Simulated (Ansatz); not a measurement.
A relaxation of cell and atoms of MoSe2 (2H-MoS2 type) with Ansatz, at the level r2SCAN+rVV10. It starts from the PBE-D3(BJ) minimum.

```yaml
crystal:
  lattice:
    - [3.277051076, 0.0, 0.0]
    - [-1.638525538, 2.8380094813, 0.0]
    - [0.0, 0.0, 12.7339649288]
  atoms:
    - { symbol: Mo, position: [0.3333333333, 0.6666666667, 0.25] }
    - { symbol: Mo, position: [0.6666666667, 0.3333333333, 0.75] }
    - { symbol: Se, position: [0.6666666667, 0.3333333333, 0.3814561123] }
    - { symbol: Se, position: [0.6666666667, 0.3333333333, 0.1185438877] }
    - { symbol: Se, position: [0.3333333333, 0.6666666667, 0.8814561123] }
    - { symbol: Se, position: [0.3333333333, 0.6666666667, 0.6185438877] }
kpoints:
  mp_grid: { grid: [12, 12, 2] }
hamiltonian:
  xc: r2scan
  dispersion: rvv10
scf:
  occupations: { method: fermi_dirac, width: 0.02 }
relax:
  f_tol: 0.005
  cell: {}
output:
  write_density: true
  write_potential: true
  elf: true
  volumetric_format: npy
```

The trajectory has 7 recorded frames, each with fractional positions and then forces in eV/Å along x, y and z. The last, and any step after a large change of cell, is solved on a basis re-selected at its cell; pressure is positive in compression.

Step 1: energy 0.0 meV/atom from step 1, largest force component 0.228 eV/Å, pressure +1.37 GPa; a = 3.277 Å, b = 3.277 Å, c = 12.734 Å, α = 90.00°, β = 90.00°, γ = 120.00°
```
Mo 0.3333 0.6667 0.2500     0.000   0.000   0.000
Mo 0.6667 0.3333 0.7500     0.000   0.000   0.000
Se 0.6667 0.3333 0.3815     0.000   0.000  -0.228
Se 0.6667 0.3333 0.1185     0.000   0.000   0.228
Se 0.3333 0.6667 0.8815     0.000   0.000  -0.228
Se 0.3333 0.6667 0.6185     0.000   0.000   0.228
```

Step 2 (rejected): energy +33.2 meV/atom from step 1, largest force component 0.930 eV/Å, pressure -0.41 GPa; a = 3.397 Å, b = 3.397 Å, c = 13.363 Å, α = 90.00°, β = 90.00°, γ = 120.00°
```
Mo 0.3333 0.6667 0.2500     0.000   0.000   0.000
Mo 0.6667 0.3333 0.7500     0.000   0.000   0.000
Se 0.6667 0.3333 0.3682     0.000   0.000   0.930
Se 0.6667 0.3333 0.1318     0.000   0.000  -0.930
Se 0.3333 0.6667 0.8682     0.000   0.000   0.930
Se 0.3333 0.6667 0.6318     0.000   0.000  -0.930
```

Question: Estimate where the relaxation ends.

Answer:
Step 3: energy -6.7 meV/atom from step 1, largest force component 0.002 eV/Å, pressure 0.00 GPa; a = 3.308 Å, b = 3.308 Å, c = 13.041 Å, α = 90.00°, β = 90.00°, γ = 120.00°
```
Mo 0.3333 0.6667 0.2500     0.000   0.000   0.000
Mo 0.6667 0.3333 0.7500     0.000   0.000   0.000
Se 0.6667 0.3333 0.3770     0.000   0.000   0.002
Se 0.6667 0.3333 0.1230     0.000   0.000  -0.002
Se 0.3333 0.6667 0.8770     0.000   0.000   0.002
Se 0.3333 0.6667 0.6230     0.000   0.000  -0.002
```

Step 4: energy -6.7 meV/atom from step 1, largest force component 0.005 eV/Å, pressure +0.05 GPa; a = 3.305 Å, b = 3.305 Å, c = 13.079 Å, α = 90.00°, β = 90.00°, γ = 120.00°
```
Mo 0.3333 0.6667 0.2500     0.000   0.000   0.000
Mo 0.6667 0.3333 0.7500     0.000   0.000   0.000
Se 0.6667 0.3333 0.3767     0.000   0.000   0.005
Se 0.6667 0.3333 0.1233     0.000   0.000  -0.005
Se 0.3333 0.6667 0.8767     0.000   0.000   0.005
Se 0.3333 0.6667 0.6233     0.000   0.000  -0.005
```

Step 5 (rejected): energy -6.7 meV/atom from step 1, largest force component 0.014 eV/Å, pressure -0.08 GPa; a = 3.306 Å, b = 3.306 Å, c = 13.097 Å, α = 90.00°, β = 90.00°, γ = 120.00°
```
Mo 0.3333 0.6667 0.2500     0.000   0.000   0.000
Mo 0.6667 0.3333 0.7500     0.000   0.000   0.000
Se 0.6667 0.3333 0.3766     0.000   0.000  -0.014
Se 0.6667 0.3333 0.1234     0.000   0.000   0.014
Se 0.3333 0.6667 0.8766     0.000   0.000  -0.014
Se 0.3333 0.6667 0.6234     0.000   0.000   0.014
```

Step 6: energy -6.7 meV/atom from step 1, largest force component 0.001 eV/Å, pressure 0.00 GPa; a = 3.305 Å, b = 3.305 Å, c = 13.088 Å, α = 90.00°, β = 90.00°, γ = 120.00°
```
Mo 0.3333 0.6667 0.2500     0.000   0.000   0.000
Mo 0.6667 0.3333 0.7500     0.000   0.000   0.000
Se 0.6667 0.3333 0.3766     0.000   0.000  -0.001
Se 0.6667 0.3333 0.1234     0.000   0.000   0.001
Se 0.3333 0.6667 0.8766     0.000   0.000  -0.001
Se 0.3333 0.6667 0.6234     0.000   0.000   0.001
```

Step 7: energy -6.9 meV/atom from step 1, largest force component 0.001 eV/Å, pressure +0.01 GPa; a = 3.305 Å, b = 3.305 Å, c = 13.088 Å, α = 90.00°, β = 90.00°, γ = 120.00°
```
Mo 0.3333 0.6667 0.2500     0.000   0.000   0.000
Mo 0.6667 0.3333 0.7500     0.000   0.000   0.000
Se 0.6667 0.3333 0.3766     0.000   0.000  -0.001
Se 0.6667 0.3333 0.1234     0.000   0.000   0.001
Se 0.3333 0.6667 0.8766     0.000   0.000  -0.001
Se 0.3333 0.6667 0.6234     0.000   0.000   0.001
```

In 6 steps the volume changed by +4.6 %; between the first SCF and the last, each on a basis chosen for its cell, the energy fell by 6.9 meV an atom. Final cell: space group P6_3/mmc (No. 194), hexagonal; a = 3.305 Å, c = 13.088 Å in the conventional setting, 20.64 Å³ an atom. Mo has 6 Se at 2.53 Å; Se has 3 Mo at 2.53 Å.

Run as `ansatz run input.yaml --threads 2 --pin off --max-ram 29491MiB --backend cpu --events-out ev --progress --plain --runs-dir out`. Wall time 100 s on 2 threads of AMD EPYC 7R13 Processor (Zen 3), with other jobs on the host, load about 0.8 per core; peak host memory 1 GiB.

Calculated for a static, non-magnetic cell.
